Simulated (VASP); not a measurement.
# SnSe2 (P-3m1) in VASP: a series of runs

Runs on SnSe2. Level: PBE. Tasks: Born charges and dielectric tensor, optical spectrum, density of states, electric field gradients, core levels.

Everything below comes from runs of VASP 6.6.1. Logs are shortened: lines on timing, memory, paths and dates and some standing lists are left out, and cuts for length are marked.

## (1) The crystal as given

It takes space group P-3m1 (No. 164, trigonal). The conventional cell has a = 3.811 Å, b = 3.811 Å, c = 6.136 Å, α = 90.00°, β = 90.00°, γ = 120.00°. Around Sn (site symmetry -3m) lie 6 Se at 2.68 Å. Around Se (site symmetry 3m) lie 3 Sn at 2.68 Å.

## (2) Born charges and dielectric tensor, PBE

INCAR

```
SYSTEM = SnSe2
PREC = Accurate
ENCUT = 520
EDIFF = 1E-8
ISMEAR = 0
SIGMA = 0.02
LREAL = .FALSE.
LASPH = .TRUE.
NELM = 100
ALGO = Fast
ISIF = 2
LWAVE = .FALSE.
LCHARG = .FALSE.
GGA = PE
LEPSILON = .TRUE.
IBRION = 8
```

KPOINTS

```
regular mesh
0
G
  8 8 5
  0 0 0
```

POSCAR

```
SnSe2
1.0
    3.8110000000      0.0000000000      0.0000000000
   -1.9055000000      3.3004228138      0.0000000000
    0.0000000000      0.0000000000      6.1360000000
Sn Se
1 2
Direct
    0.0000000000      0.0000000000      0.0000000000
    0.6666666667      0.3333333333      0.7510000000
    0.3333333333      0.6666666667      0.2490000000
```

Potentials or basis: VASP PAW PBE potentials, release 64 (Sn_d, Se).

The run is started by

```sh
cat potpaw_PBE.64/Sn_d/POTCAR potpaw_PBE.64/Se/POTCAR > POTCAR
mpirun -np 1 vasp_std > vasp.out
```

OUTCAR:

```text
SYSTEM = SnSe2
   PREC = Accurate
   ENCUT = 520
   EDIFF = 1E-8
   ISMEAR = 0
   LREAL = .FALSE.
   LASPH = .TRUE.
   NELM = 100
   ISIF = 2
   GGA = PE
   LEPSILON = .TRUE.
   IBRION = 8

 ion  position               nearest neighbor table
   1  0.000  0.000  0.000-   2 2.68   3 2.68   3 2.68   2 2.68   2 2.68   3 2.68
   2  0.667  0.333  0.751-   1 2.68   1 2.68   1 2.68
   3  0.333  0.667  0.249-   1 2.68   1 2.68   1 2.68

  LATTYP: Found a hexagonal cell.
 ALAT       =     3.8110000000
 C/A-ratio  =     1.6100760955

  Lattice vectors:

 A1 = (   3.8110000000,   0.0000000000,   0.0000000000)
 A2 = (  -1.9055000000,   3.3004228138,   0.0000000000)
 A3 = (   0.0000000000,   0.0000000000,   6.1360000000)

Analysis of symmetry for initial positions (statically):
=====================================================================
 Subroutine PRICEL returns:
 Original cell was already a primitive cell.

 Routine SETGRP: Setting up the symmetry group for a
 hexagonal supercell.

 Subroutine GETGRP returns: Found 12 space group operations
 (whereof 12 operations were pure point group operations)
 out of a pool of 24 trial point group operations.

The static configuration has the point symmetry D_3d.

Analysis of symmetry for dynamics (positions and initial velocities):
=====================================================================
 Subroutine PRICEL returns:
 Original cell was already a primitive cell.

 Routine SETGRP: Setting up the symmetry group for a
 hexagonal supercell.

 Subroutine GETGRP returns: Found 12 space group operations
 (whereof 12 operations were pure point group operations)
 out of a pool of 24 trial point group operations.

The dynamic configuration has the point symmetry D_3d.

 Subroutine INISYM returns: Found 12 space group operations
 (whereof 12 operations are pure point group operations),
 and found     1 'primitive' translations

----------------------------------------------------------------------------------------

                                     Primitive cell

  volume of cell :      77.1781

  direct lattice vectors                    reciprocal lattice vectors
     3.811000000  0.000000000  0.000000000     0.262398321  0.151495741  0.000000000
    -1.905500000  3.300422814  0.000000000     0.000000000  0.302991482  0.000000000
     0.000000000  0.000000000  6.136000000     0.000000000  0.000000000  0.162972621

  length of vectors
     3.811000000  3.811000000  6.136000000     0.302991482  0.302991482  0.162972621

  position of ions in fractional coordinates (direct lattice)
     0.000000000  0.000000000  0.000000000
     0.666666667  0.333333333  0.751000000
     0.333333333  0.666666667  0.249000000

  ion indices of the primitive-cell ions
   primitive index   ion index
                 1           1
                 2           2
                 3           3

----------------------------------------------------------------------------------------

 KPOINTS: regular mesh

Automatic generation of k-mesh.
 Grid dimensions read from file:
 generate k-points for:    8    8    5

 Generating k-lattice:

  Cartesian coordinates                     Fractional coordinates (reciprocal lattice)
     0.032799790  0.018936968  0.000000000     0.125000000  0.000000000  0.000000000
     0.000000000  0.037873935  0.000000000     0.000000000  0.125000000  0.000000000
     0.000000000  0.000000000  0.032594524     0.000000000  0.000000000  0.200000000

  Length of vectors
     0.037873935  0.037873935  0.032594524

  Shift w.r.t. Gamma in fractional coordinates (k-lattice)
     0.000000000  0.000000000  0.000000000

[... 615 lines left out ...]
          12.164491     0.000000     0.000000
          -0.000000    12.164491    -0.000000
           0.000000    -0.000000    11.363914
 ------------------------------------------------------

 Free energy of the ion-electron system (eV)
  ---------------------------------------------------
  ---------------------------------------------------
  free energy    TOTEN  =        -2.42510809 eV

  energy without entropy =       -2.42510809

------------------------ aborting loop because EDIFF is reached ----------------------------------------

--------------------------------------- Ionic step        2  -------------------------------------------

------------------------ aborting loop because EDIFF is reached ----------------------------------------

--------------------------------------- Ionic step        3  -------------------------------------------

------------------------ aborting loop because EDIFF is reached ----------------------------------------

 PIEZOELECTRIC TENSOR FIELD DIRECTION 3  (e Angst)
 -----------------------------------------------------------------------------
     0.00744  0.00000  0.00000           (  0.00002  0.00000  0.00000)
     0.00000  0.00744 -0.00000           (  0.00000  0.00002 -0.00000)
     0.00000 -0.00000 -0.01421           (  0.00000 -0.00000 -0.00003)

 PIEZOELECTRIC TENSOR FIELD DIRECTION 3  (C/m^2)
 -----------------------------------------------------------------------------
     0.00154  0.00000  0.00000
     0.00000  0.00154 -0.00000
     0.00000 -0.00000 -0.00295

--------------------------------------- Ionic step        4  -------------------------------------------

------------------------ aborting loop because EDIFF is reached ----------------------------------------

[... ionic steps 5 to 5 ...]

--------------------------------------- Ionic step        6  -------------------------------------------

------------------------ aborting loop because EDIFF is reached ----------------------------------------

--------------------------------------- Ionic step        7  -------------------------------------------

------------------------ aborting loop because EDIFF is reached ----------------------------------------

[... ionic steps 8 to 8 ...]

--------------------------------------- Ionic step        9  -------------------------------------------

 Free energy of the ion-electron system (eV)
  ---------------------------------------------------
  ---------------------------------------------------
  free energy    TOTEN  =        -0.09829038 eV

  energy without entropy =       -0.09829038

------------------------ aborting loop because EDIFF is reached ----------------------------------------

 INTERNAL STRAIN TENSOR  FOR ION    2  DIRECTION 3   (eV/Angst):
 -----------------------------------------------------------------------------
     7.65126  0.00000 -0.00000
    -0.00000  7.65126 -0.00000
    -0.00000 -0.00000 14.37025

 MACROSCOPIC STATIC DIELECTRIC TENSOR (including local field effects in DFT)
 ------------------------------------------------------
          11.534688     0.000000     0.000000
           0.000000    11.534688     0.000000
          -0.000000     0.000000     8.892125
 ------------------------------------------------------

 PIEZOELECTRIC TENSOR (including local field effects)  for field in x, y, z        (e  Angst)
          XX          YY          ZZ          XY          YZ          ZX
  --------------------------------------------------------------------------------
  x     0.00000     0.00000     0.00000     0.00000     0.00000     0.00000
  y     0.00000     0.00000     0.00000     0.00000     0.00000     0.00000
  z     0.00000     0.00000     0.00000     0.00000     0.00000     0.00000

 PIEZOELECTRIC TENSOR (including local field effects)  for field in x, y, z        (C/m^2)
          XX          YY          ZZ          XY          YZ          ZX
  --------------------------------------------------------------------------------
  x     0.00000     0.00000     0.00000     0.00000     0.00000     0.00000
  y     0.00000     0.00000     0.00000     0.00000     0.00000     0.00000
  z     0.00000     0.00000     0.00000     0.00000     0.00000     0.00000

 BORN EFFECTIVE CHARGES (including local field effects) (in |e|, cummulative output)
 ---------------------------------------------------------------------------------
 ion    1
    1     5.12388     0.00000     0.00000
    2     0.00000     5.12388     0.00000
    3     0.00000     0.00000     1.86441
 ion    2
    1    -2.56194     0.00000     0.00000
    2     0.00000    -2.56194    -0.00000
    3     0.00000     0.00000    -0.93221
 ion    3
    1    -2.56194     0.00000     0.00000
    2     0.00000    -2.56194    -0.00000
    3    -0.00000     0.00000    -0.93221

 INTERNAL STRAIN TENSOR FOR ION    3 for displacements in x,y,z  (eV/Angst):
          X           Y           Z          XY          YZ          ZX
  --------------------------------------------------------------------------------
  x     0.00000     0.00000     0.00000     1.59073     0.00000    -6.85938
  y     1.59073    -1.59073    -0.00000     0.00000    -5.67028     0.00000
  z    -7.65126    -7.65126   -14.37025     0.00000     0.00000    -0.00000

 SECOND DERIVATIVES (NOT SYMMETRIZED)
 ------------------------------------
               1X          1Y          1Z          2X          2Y          2Z          3X          3Y          3Z
  1X    -6.771650    0.000000    0.000000    3.385825    0.000000    0.000000    3.385825    0.000000    0.000000
  1Y     0.000000   -6.771650    0.000000    0.000000    3.385825    0.000000    0.000000    3.385825    0.000000
  1Z     0.000000    0.000000  -16.472185    0.000000   -0.000000    8.236093    0.000000   -0.000000    8.236093
  2X     3.388417    0.000000    0.000000   -4.223821    0.000000    0.000000    0.835404    0.000000    0.000000
  2Y     0.000000    3.388417    0.000000    0.000000   -4.223821    0.000000    0.000000    0.835404    0.000000
  2Z    -0.000000    0.000000    8.222860    0.000000   -0.000000   -9.575228    0.000000    0.000000    1.352368
  3X     3.388417    0.000000    0.000000    0.835404    0.000000    0.000000   -4.223821    0.000000    0.000000
  3Y     0.000000    3.388417    0.000000    0.000000    0.835404    0.000000    0.000000   -4.223821    0.000000
  3Z    -0.000000    0.000000    8.222860    0.000000    0.000000    1.352368    0.000000   -0.000000   -9.575228

 Eigenvectors and eigenvalues of the dynamical matrix
 ----------------------------------------------------

   1 f  =    7.704847 THz    48.410982 2PiTHz  257.006033 cm-1    31.864673 meV
             X         Y         Z           dx          dy          dz
      0.000000  0.000000  0.000000     0.000000    0.000000   -0.755821
      1.905500  1.100141  4.608136     0.000000    0.000000    0.462999
     -0.000000  2.200282  1.527864    -0.000000   -0.000000    0.462999
[... 43 lines left out ...]
   9 f/i=    0.003066 THz     0.019262 2PiTHz    0.102257 cm-1     0.012678 meV
             X         Y         Z           dx          dy          dz
      0.000000  0.000000  0.000000     0.000000   -0.000000    0.654779
      1.905500  1.100141  4.608136     0.000000   -0.000000    0.534446
     -0.000000  2.200282  1.527864     0.000000   -0.000000    0.534446

--------------------------------------------------------------------------------------------------------

 MACROSCOPIC STATIC DIELECTRIC TENSOR IONIC CONTRIBUTION
 ------------------------------------------------------
           9.087926    -0.000000     0.000000
          -0.000000     9.087926    -0.000000
           0.000000    -0.000000     0.495037
 ------------------------------------------------------

 ELASTIC MODULI CONTR FROM IONIC RELAXATION (kBar)
 Direction    XX          YY          ZZ          XY          YZ          ZX
 --------------------------------------------------------------------------------
 XX        -243.1934   -201.6609   -417.7526     -0.0000     74.0227      0.0000
 YY        -201.6609   -243.1934   -417.7526     -0.0000    -74.0227      0.0000
 ZZ        -417.7526   -417.7526   -784.6040     -0.0000      0.0000      0.0000
 XY          -0.0000     -0.0000     -0.0000    -20.7662     -0.0000     89.5458
 YZ          74.0227    -74.0227      0.0000     -0.0000   -263.8589      0.0000
 ZX           0.0000      0.0000      0.0000     89.5458      0.0000   -386.1291
 --------------------------------------------------------------------------------

 PIEZOELECTRIC TENSOR IONIC CONTR  for field in x, y, z        (C/m^2)
          XX          YY          ZZ          XY          YZ          ZX
  --------------------------------------------------------------------------------
  x    -0.00000     0.00000    -0.00000     0.00000     0.00000    -0.00000
  y     0.00000    -0.00000    -0.00000    -0.00000    -0.00000     0.00000
  z    -0.00000    -0.00000    -0.00000    -0.00000    -0.00000     0.00000
```

Run time: 35 min. Hardware: 1 thread of Intel Xeon Platinum 8375C at 2.90GHz (Ice Lake), shared host; peak memory 0.6 GiB.

What came out:

| Quantity | Value |
| --- | --- |
| Band gap on the k mesh | 0.81 eV, indirect (least direct gap 1.09 eV) |
| Electronic dielectric tensor (diagonal) | 11.53, 11.53, 8.89 |
| Born charges (mean of the diagonal) | Sn +4.04; Se -2.02 e |
| Highest phonon frequency at Γ, LO-TO splitting left out | 257 cm⁻¹ |

Phonon frequencies in cm⁻¹ (negative: imaginary):
| q point | frequencies |
| --- | --- |
| (0.000, 0.000, 0.000) | 0 0 0 132 132 165 165 194 257 |

Electronic dielectric tensor:
```
11.53  0.00  0.00
 0.00 11.53  0.00
 0.00  0.00  8.89
```

Born effective charge tensors (e):
atom 1, Sn
```
5.12 0.00 0.00
0.00 5.12 0.00
0.00 0.00 1.86
```
atom 2, Se
```
-2.56  0.00  0.00
 0.00 -2.56  0.00
 0.00  0.00 -0.93
```
atom 3, Se
```
-2.56  0.00  0.00
 0.00 -2.56  0.00
 0.00  0.00 -0.93
```

Caveat: spin-orbit coupling is left out, which moves the levels of the heavy elements; an odd mesh through Γ misses points on the zone boundary, where band edges often lie.

(Part 1 of 4 ends here.)
